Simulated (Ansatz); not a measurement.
# Zone-centre phonons of ZrN at 4 GPa: input and output

The calculation used Ansatz, DFT PBE, scalar-relativistic, plane waves, PAW.

Launched with:
```bash
ansatz run input.yaml --threads 1 --pin off --max-ram 3072MiB --backend cpu --events-out ev --progress --plain --runs-dir out
```

Input (bare energies are in eV):
```yaml
crystal:
  lattice:
    - [0.0, 2.2859714465, 2.2859714465]
    - [2.2859714465, 0.0, 2.2859714465]
    - [2.2859714465, 2.2859714465, 0.0]
  atoms:
    - { symbol: Zr, position: [0.0, 0.0, 0.0] }
    - { symbol: "N", position: [0.5, 0.5, 0.5] }
basis:
  ecutwfc: 420
kpoints:
  mp_grid: { grid: [16, 16, 16] }
hamiltonian:
  xc: pbe
scf:
  occupations: { method: fermi_dirac, width: 0.15 }
output:
  eigenvalues: true
phonons:
  method: dfpt
  eigenvectors: true
```

The end of the output:
```
--- Phonons (Γ-DFPT): 2 representative perturbations + reference, on 349 of 4096 k-points (Σ response iterations 6) ---
  k mesh reduced under 8 symmetry operations, with k and −k counted as one. Each operation leaves every solved perturbation unchanged. A smaller set is not used because it would not reduce the number of displacements ...
  ASR residual: 4.018e-4 → 0.000e0 eV/Å²; symmetrization residual: 1.426e-6 eV/Å²
  ASR residual per site (eV/Å²): 4.02e-4 9.42e-5
  Γ frequencies (cm⁻¹): 0.00 0.00 0.00 489.73 489.73 489.73
  non-analytic LO–TO correction: not included (Born effective charges unavailable; polar crystals: no LO–TO splitting at Γ)
```

The run took 35 s on 1 thread of Arm Neoverse V1, with other jobs on the host, peak memory 0.63 GiB.

In a metal, frequencies and elastic constants depend on the k mesh and the smearing, soft modes and shear constants most.